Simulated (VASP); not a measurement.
# Si (Fd-3m) in VASP: a series of runs

The runs below take Si through single point, with PBE.

Program: VASP 6.6.1. These are calculated values, not measurements. Logs are shortened: lines on timing, memory, paths and dates and some standing lists are left out, and cuts for length are marked.

### 1 The undisturbed crystal

The structure is cubic, space group Fd-3m (No. 227). The conventional cell has a = 5.444 Å, b = 5.444 Å, c = 5.444 Å, α = 90.00°, β = 90.00°, γ = 90.00°. Si (site symmetry -43m) has 4 Si at 2.36 Å as nearest neighbours.

### 2 Single point, PBE (grid = ENCUT=350 dk=0.9 cell=3x3x2 ISMEAR=0 SIGMA=0.05 LREAL=Auto EDIFF=1e-06)

File INCAR:

```
SYSTEM = Si
PREC = Accurate
ENCUT = 350
EDIFF = 1E-6
ISMEAR = 0
SIGMA = 0.05
LREAL = Auto
LASPH = .True.
NELM = 120
ALGO = Fast
ISIF = 2
LWAVE = .False.
LCHARG = .False.
GGA = PE
NBANDS = 84
NCORE = 1
KPAR = 2
```

File KPOINTS:

```
regular mesh
0
Gamma
  1 1 2
  0 0 0
```

File POSCAR:

```
Si
1.0
    0.0000000000      8.1655535595      8.1655535595
    8.1655535595      0.0000000000      8.1655535595
    5.4437023730      5.4437023730      0.0000000000
Si
36
Direct
    0.1666666667      0.1666666667      0.2500000000
    0.1666666667      0.1666666667      0.7500000000
    0.1666666667      0.5000000000      0.2500000000
    0.1666666667      0.5000000000      0.7500000000
    0.1666666667      0.8333333333      0.2500000000
    0.1666666667      0.8333333333      0.7500000000
    0.5000000000      0.1666666667      0.2500000000
    0.5000000000      0.1666666667      0.7500000000
    0.5000000000      0.5000000000      0.2500000000
    0.5000000000      0.5000000000      0.7500000000
    0.5000000000      0.8333333333      0.2500000000
    0.5000000000      0.8333333333      0.7500000000
    0.8333333333      0.1666666667      0.2500000000
    0.8333333333      0.1666666667      0.7500000000
    0.8333333333      0.5000000000      0.2500000000
    0.8333333333      0.5000000000      0.7500000000
    0.8333333333      0.8333333333      0.2500000000
    0.8333333333      0.8333333333      0.7500000000
    0.2500000000      0.2500000000      0.3750000000
    0.2500000000      0.2500000000      0.8750000000
    0.2500000000      0.5833333333      0.3750000000
    0.2500000000      0.5833333333      0.8750000000
    0.2500000000      0.9166666667      0.3750000000
    0.2500000000      0.9166666667      0.8750000000
    0.5833333333      0.2500000000      0.3750000000
    0.5833333333      0.2500000000      0.8750000000
    0.5833333333      0.5833333333      0.3750000000
    0.5833333333      0.5833333333      0.8750000000
    0.5833333333      0.9166666667      0.3750000000
    0.5833333333      0.9166666667      0.8750000000
    0.9166666667      0.2500000000      0.3750000000
    0.9166666667      0.2500000000      0.8750000000
    0.9166666667      0.5833333333      0.3750000000
    0.9166666667      0.5833333333      0.8750000000
    0.9166666667      0.9166666667      0.3750000000
    0.9166666667      0.9166666667      0.8750000000
```

Potentials or basis: VASP PAW PBE potentials, release 64 (Si).

Started as:

```sh
> cat potpaw_PBE.64/Si/POTCAR > POTCAR
> mpirun -np 4 vasp_std > vasp.out
```

OUTCAR:

```text
SYSTEM = Si
   PREC = Accurate
   ENCUT = 350
   EDIFF = 1E-6
   ISMEAR = 0
   LREAL = Auto
   LASPH = .True.
   NELM = 120
   ISIF = 2
   GGA = PE

 Found      2 irreducible k-points:

 Following reciprocal coordinates:
            Coordinates               Weight
  0.000000  0.000000  0.000000      1.000000
  0.000000  0.000000  0.500000      1.000000
   k-points           NKPTS =      2   k-points in BZ     NKDIM =      2   number of bands    NBANDS=     84
   number of dos      NEDOS =    301   number of ions     NIONS =     36
   total plane-waves  NPLWV = 235200
   dimension x,y,z NGX =    70 NGY =   70 NGZ =   48
   dimension x,y,z NGXF=   140 NGYF=  140 NGZF=   96
   ions per type =              36
   NGX,Y,Z   is equivalent  to a cutoff of  10.08, 10.08, 10.37 a.u.
   NGXF,Y,Z  is equivalent  to a cutoff of  20.15, 20.15, 20.73 a.u.
 SYSTEM =  Si
   PREC   = accura    normal or accurate (medium, high low for compatibility)
   ISTART =      0    job   : 0-new  1-cont  2-samecut
   ICHARG =      2    charge: 1-file 2-atom 10-const
   ISPIN  =      1    spin polarized calculation?
   LNONCOLLINEAR =      F non collinear calculations
   LSORBIT =      F    spin-orbit coupling
   LASPH  =      T    aspherical Exc in radial PAW
   ENCUT  =  350.0 eV  25.72 Ry    5.07 a.u.  17.62 17.62 11.74*2*pi/ulx,y,z
   NELM   =    120;   NELMIN=  2; NELMDL= -5     # of ELM steps
   EDIFF  = 0.1E-05   stopping-criterion for ELM
   LREAL  =      T    real-space projection
   EDIFFG = 0.1E-04   stopping-criterion for IOM
   NSW    =      0    number of steps for IOM
   IBRION =     -1    ionic relax: 0-MD 1-quasi-New 2-CG
   NFREE  =      0    steps in history (QN), initial steepest desc. (CG)
   ISIF   =      2    stress and relaxation
   ISYM   =      2    0-nonsym 1-usesym 2-fastsym
   POTIM  = 0.5000    time-step for ionic-motion
   TEBEG  =    0.0;   TEEND  =   0.0 temperature during run
   PSTRESS=    0.0 pullay stress
   NELECT =     144.0000    total number of electrons
   NUPDOWN=      -1.0000    fix difference up-down
   EMIN   =  10.00;   EMAX   =-10.00  energy-range for DOS
   EFERMI =   0.00;   METHOD = LEGACY
   ISMEAR =     0;   SIGMA  =   0.05  broadening in eV -4-tet -1-fermi 0-gaus
   EFERMI_NEDOS =   21; number of points for ismear=-14 and -15
   IALGO  =     68    algorithm
   IMIX   =      4    mixing-type and parameters
     AMIX     =   0.40;   BMIX     =  1.00
     AMIX_MAG =   1.60;   BMIX_MAG =  1.00
  volume/ion in A,a.u.               =      20.16       136.08
  Fermi-wavevector in a.u.,A,eV,Ry     =   0.954766  1.804247 12.402783  0.911579
  Thomas-Fermi vector in A             =   2.083543
   LORBIT       =      0    0 simple, 1 ext, 2 COOP (PROOUT), +10 PAW based schemes
   GGA     = PE    functional components
   LHFCALC =     F    Hartree Fock is set to
   AEXX    =    0.0000 exact exchange contribution
   IVDW    =     0    specifies the selected vdW correction
   LEPSILON=     F    determine dielectric tensor
   LRPA    =     F    only Hartree local field effects (RPA)
 non-spin polarized calculation
 RMM-DIIS sequential band-by-band and
 Gauss-broadening in eV      SIGMA  =   0.05
  energy-cutoff  :      350.00
  volume of cell :      725.93
 maximum number of plane-waves:     10855
 NGX is ok and might be reduce to    70
   NGX = 35   NGY = 35   NGZ = 23

 number of electron     143.9999994 magnetization

 Free energy of the ion-electron system (eV)
  ---------------------------------------------------
  ext. energy  EPLUGINS =         0.00000000
  ---------------------------------------------------
  free energy    TOTEN  =      -189.18013251 eV

  energy without entropy =     -189.18013251  energy(sigma->0) =     -189.18013251

 E-fermi :   6.0704     XC(G=0):  -9.3470

 val. band max:        5.8248889005   @ k =   0.0000   0.0000   0.0000
 cond. band min:       6.5292761279   @ k =   0.0000   0.0000   0.0000
 fundamental gap:      0.7043872274
 Fermi energy:         6.0703564501

 k-point     1 :       0.0000    0.0000    0.0000
  band No.  band energies     occupation
      1      -6.1089      2.00000
      2      -4.7389      2.00000
      3      -4.7389      2.00000
      4      -4.7389      2.00000
      5      -4.7389      2.00000
      6      -4.2145      2.00000
[... 76 lines left out ...]
     83       7.5458      0.00000
     84       7.5466      0.00000

 k-point     2 :       0.0000    0.0000    0.5000
  band No.  band energies     occupation
      1      -5.3144      2.00000
      2      -5.3144      2.00000
      3      -4.8623      2.00000
      4      -4.8623      2.00000
      5      -4.5977      2.00000
      6      -4.5977      2.00000
[... 76 lines left out ...]
     83       7.8686      0.00000
     84       8.0019      0.00000

------------------------ aborting loop because EDIFF is reached ----------------------------------------

  FORCE on cell =-STRESS in cart. coord.  units (eV):
  Direction    XX          YY          ZZ          XY          YZ          ZX
  --------------------------------------------------------------------------------------
  -------------------------------------------------------------------------------------
  Total        9.5724541      9.5724541      9.6648222     -7.3646230      7.6795932      7.6795932
  in kB       21.1270199     21.1270199     21.3308823    -16.2541951     16.9493545     16.9493546
  external PRESSURE =      21.1949740 kB  Pullay stress =       0.0000000 kB

 VOLUME and BASIS-vectors are now :
 -----------------------------------------------------------------------------
  energy-cutoff  :      350.00
  volume of cell :      725.93
      direct lattice vectors                 reciprocal lattice vectors
     0.000000000  8.165553559  8.165553559    -0.061232836  0.061232836  0.061232836
     8.165553559  0.000000000  8.165553559     0.061232836 -0.061232836  0.061232836
     5.443702373  5.443702373  0.000000000     0.091849254  0.091849254 -0.091849254

 POSITION                                       TOTAL-FORCE (eV/Angst)
 -----------------------------------------------------------------------------------
      2.72185      2.72185      2.72185        -0.031971     -0.031971      0.020125
      5.44370      5.44370      2.72185        -0.031971     -0.031971      0.020125
      5.44370      2.72185      5.44370        -0.031971     -0.031971      0.020125
      8.16555      5.44370      5.44370        -0.031971     -0.031971      0.020125
      8.16555      2.72185      8.16555        -0.031971     -0.031971      0.020125
     10.88740      5.44370      8.16555        -0.031971     -0.031971      0.020125
[... 28 lines left out ...]
      9.52648      9.52648     14.97018         0.031971      0.031971     -0.020125
     12.24833     12.24833     14.97018         0.031971      0.031971     -0.020125
 -----------------------------------------------------------------------------------
    total drift:                                0.000000      0.000000      0.000001

  FREE ENERGIE OF THE ION-ELECTRON SYSTEM (eV)
  ---------------------------------------------------
  free  energy   TOTEN  =      -189.1801325065 eV

  energy  without entropy=     -189.1801325065  energy(sigma->0) =     -189.18013251
```

Wall time 40 s (4 MPI ranks of Intel Xeon Platinum 8488C (Sapphire Rapids), shared host); peak memory 0.36 GiB.

These settings aren't checked as converged: the numbers below hold their error.

Results:

```yaml
Free_energy: -189.1801 eV
Pressure: 2.1 GPa
Band_gap_on_the_k_mesh: 0.70 eV
```

Caveat: the k mesh is coarse (spacing up to 0.67 Å⁻¹), so the values aren't converged; an odd mesh through Γ misses points on the zone boundary, where band edges often lie; the real-space grid breaks the cell's symmetry a little.

### 3 Single point, PBE (grid = ENCUT=250 dk=0.45 cell=3x3x2 ISMEAR=0 SIGMA=0.05 LREAL=Auto EDIFF=1e-06)

INCAR, as its differences from that of step 2:

```diff
@@ -2,3 +2,3 @@
 PREC = Accurate
-ENCUT = 350
+ENCUT = 250
 EDIFF = 1E-6
```

File KPOINTS:

```
regular mesh
0
Gamma
  2 2 3
  0 0 0
```

POSCAR is that of step 2.

Potentials or basis: VASP PAW PBE potentials, release 64 (Si).

Started as:

```sh
> cat potpaw_PBE.64/Si/POTCAR > POTCAR
> mpirun -np 4 vasp_std > vasp.out
```

Run time: 55 s. Hardware: 4 MPI ranks of Intel Xeon Platinum 8488C (Sapphire Rapids), shared host; peak memory 0.29 GiB.

These settings aren't checked as converged: the numbers below hold their error.

Results:

| Quantity | Value |
| --- | --- |
| Free energy | -194.4699 eV |
| Band gap on the k mesh | 0.73 eV |

Caveat: the cutoff is under 1.25 times the usual one of these potentials, so pressure, stress and relaxed cells hold a basis-set (Pulay) error; an odd mesh through Γ misses points on the zone boundary, where band edges often lie.

### 4 Single point, PBE (grid = ENCUT=350 dk=0.45 cell=3x3x2 ISMEAR=0 SIGMA=0.05 LREAL=Auto EDIFF=1e-06)

INCAR, as its differences from that of step 3:

```diff
@@ -2,3 +2,3 @@
 PREC = Accurate
-ENCUT = 250
+ENCUT = 350
 EDIFF = 1E-6
```

KPOINTS is that of step 3.

POSCAR is that of step 3.

Started as:

```sh
> cat potpaw_PBE.64/Si/POTCAR > POTCAR
> mpirun -np 4 vasp_std > vasp.out
```

It took 71 s on 4 MPI ranks of Intel Xeon Platinum 8488C (Sapphire Rapids), shared host; peak memory 0.38 GiB.

These settings aren't checked as converged: the numbers below hold their error.

Results:

| Property | Result |
| --- | --- |
| Free energy | -194.8049 eV |
| Pressure | 1.3 GPa |
| Band gap on the k mesh | 0.72 eV |

Caveat: an odd mesh through Γ misses points on the zone boundary, where band edges often lie.

### 5 Single point, PBE (grid = ENCUT=350 dk=0.45 cell=3x3x2 ISMEAR=0 SIGMA=0.2 LREAL=Auto EDIFF=1e-06)

INCAR, as its differences from that of step 4:

```diff
@@ -5,3 +5,3 @@
 ISMEAR = 0
-SIGMA = 0.05
+SIGMA = 0.2
 LREAL = Auto
```

KPOINTS is that of step 4.

POSCAR is that of step 4.

Started as:

```sh
> cat potpaw_PBE.64/Si/POTCAR > POTCAR
> mpirun -np 4 vasp_std > vasp.out
```

Run time: 77 s. Hardware: 4 MPI ranks of Intel Xeon Platinum 8488C (Sapphire Rapids), shared host; peak memory 0.38 GiB.

These settings aren't checked as converged: the numbers below hold their error.

What came out:

* Free energy: -194.8053 eV
* Pressure: 1.3 GPa
* Band gap on the k mesh: 0.72 eV

Caveat: an odd mesh through Γ misses points on the zone boundary, where band edges often lie.

### 6 Single point, PBE (grid = ENCUT=350 dk=0.45 cell=3x3x2 ISMEAR=0 SIGMA=0.05 LREAL=Auto EDIFF=0.0001)

INCAR, as its differences from that of step 5:

```diff
@@ -3,5 +3,5 @@
 ENCUT = 350
-EDIFF = 1E-6
+EDIFF = 1E-4
 ISMEAR = 0
-SIGMA = 0.2
+SIGMA = 0.05
 LREAL = Auto
```

KPOINTS is that of step 5.

POSCAR is that of step 5.

Potentials or basis: VASP PAW PBE potentials, release 64 (Si).

Started as:

```sh
> cat potpaw_PBE.64/Si/POTCAR > POTCAR
> mpirun -np 4 vasp_std > vasp.out
```

OUTCAR:

```text
SYSTEM = Si
   PREC = Accurate
   ENCUT = 350
   EDIFF = 1E-4
   ISMEAR = 0
   LREAL = Auto
   LASPH = .True.
   NELM = 120
   ISIF = 2
   GGA = PE

 Found      6 irreducible k-points:

 Following reciprocal coordinates:
            Coordinates               Weight
  0.000000  0.000000  0.000000      1.000000
  0.500000  0.000000  0.000000      2.000000
  0.500000  0.500000  0.000000      1.000000
  0.000000  0.000000  0.333333      2.000000
  0.500000  0.000000  0.333333      4.000000
  0.500000  0.500000  0.333333      2.000000
   k-points           NKPTS =      6   k-points in BZ     NKDIM =      6   number of bands    NBANDS=     84
[... 602 lines left out ...]
  Total        5.7458220      5.7458220      5.7577231      0.0102826     -0.0240098     -0.0240098
  in kB       12.6813975     12.6813975     12.7076640      0.0226944     -0.0529912     -0.0529912
  external PRESSURE =      12.6901530 kB  Pullay stress =       0.0000000 kB

 VOLUME and BASIS-vectors are now :
 -----------------------------------------------------------------------------
  energy-cutoff  :      350.00
  volume of cell :      725.93
      direct lattice vectors                 reciprocal lattice vectors
     0.000000000  8.165553559  8.165553559    -0.061232836  0.061232836  0.061232836
     8.165553559  0.000000000  8.165553559     0.061232836 -0.061232836  0.061232836
     5.443702373  5.443702373  0.000000000     0.091849254  0.091849254 -0.091849254

 POSITION                                       TOTAL-FORCE (eV/Angst)
 -----------------------------------------------------------------------------------
      2.72185      2.72185      2.72185         0.000246      0.000246     -0.000118
      5.44370      5.44370      2.72185         0.000246      0.000246     -0.000118
      5.44370      2.72185      5.44370         0.000246      0.000246     -0.000118
      8.16555      5.44370      5.44370         0.000246      0.000246     -0.000118
      8.16555      2.72185      8.16555         0.000246      0.000246     -0.000118
     10.88740      5.44370      8.16555         0.000246      0.000246     -0.000118
[... 28 lines left out ...]
      9.52648      9.52648     14.97018        -0.000246     -0.000246      0.000118
     12.24833     12.24833     14.97018        -0.000246     -0.000246      0.000118
 -----------------------------------------------------------------------------------
    total drift:                                0.000000      0.000000      0.000001

  FREE ENERGIE OF THE ION-ELECTRON SYSTEM (eV)
  ---------------------------------------------------
  free  energy   TOTEN  =      -194.8048902694 eV

  energy  without entropy=     -194.8048902694  energy(sigma->0) =     -194.80489027
```

OSZICAR:

```text
N       E                     dE             d eps       ncg     rms          rms(c)
DAV:   1     0.327724444249E+03    0.32772E+03   -0.44140E+04  1008   0.103E+03
DAV:   2    -0.162610785119E+03   -0.49034E+03   -0.46926E+03  1244   0.175E+02
DAV:   3    -0.197090700853E+03   -0.34480E+02   -0.33538E+02  1208   0.427E+01
DAV:   4    -0.198010274697E+03   -0.91957E+00   -0.91516E+00  1184   0.840E+00
DAV:   5    -0.198040487213E+03   -0.30213E-01   -0.30162E-01  1208   0.141E+00    0.207E+01
RMM:   6    -0.195791156850E+03    0.22493E+01   -0.12307E+00  1028   0.253E+00    0.126E+01
RMM:   7    -0.194752692354E+03    0.10385E+01   -0.33110E+00  1076   0.428E+00    0.705E-01
RMM:   8    -0.194792323412E+03   -0.39631E-01   -0.33871E-01  1117   0.158E+00    0.360E-01
RMM:   9    -0.194802824070E+03   -0.10501E-01   -0.85806E-02  1130   0.744E-01    0.379E-01
RMM:  10    -0.194804195269E+03   -0.13712E-02   -0.13783E-02  1183   0.347E-01    0.366E-01
RMM:  11    -0.194805116373E+03   -0.92110E-03   -0.45606E-03  1093   0.193E-01    0.165E-01
RMM:  12    -0.194804841501E+03    0.27487E-03   -0.33867E-03  1131   0.155E-01    0.545E-02
RMM:  13    -0.194804890269E+03   -0.48769E-04   -0.29133E-04   779   0.583E-02
   1 F= -.19480489E+03 E0= -.19480489E+03  d E =-.574036E-11
```

stdout:

```text
POSCAR found type information on POSCAR Si
 POSCAR found :  1 types and      36 ions
 scaLAPACK will be used
 LDA part: xc-table for (Slater+PW92), standard interpolation
 -----------------------------------------------------------------------------
|                                                                             |
|           W    W    AA    RRRRR   N    N  II  N    N   GGGG   !!!           |
|           W    W   A  A   R    R  NN   N  II  NN   N  G    G  !!!           |
|           W    W  A    A  R    R  N N  N  II  N N  N  G       !!!           |
|           W WW W  AAAAAA  RRRRR   N  N N  II  N  N N  G  GGG   !            |
|           WW  WW  A    A  R   R   N   NN  II  N   NN  G    G                |
|           W    W  A    A  R    R  N    N  II  N    N   GGGG   !!!           |
|                                                                             |
|     Your reciprocal lattice and k-lattice belong to different lattice       |
|     classes:                                                                |
|                                                                             |
|        The reciprocal lattice is base-centered monoclinic,                  |
|        whereas your k-lattice is body-centered cubic.                       |
|                                                                             |
|     Results are often still useful ...                                      |
|                                                                             |
 -----------------------------------------------------------------------------

 POSCAR, INCAR and KPOINTS ok, starting setup
 FFT: planning ... GRIDC
 FFT: planning ... GRID_SOFT
 FFT: planning ... GRID
 WAVECAR not read
 entering main loop
```

It took 56 s on 4 MPI ranks of Intel Xeon Platinum 8488C (Sapphire Rapids), shared host; peak memory 0.37 GiB.

These settings aren't checked as converged: the numbers below hold their error.

Results:

| Property | Result |
| --- | --- |
| Free energy | -194.8049 eV |
| Pressure | 1.3 GPa |
| Band gap on the k mesh | 0.72 eV |

Caveat: an odd mesh through Γ misses points on the zone boundary, where band edges often lie.
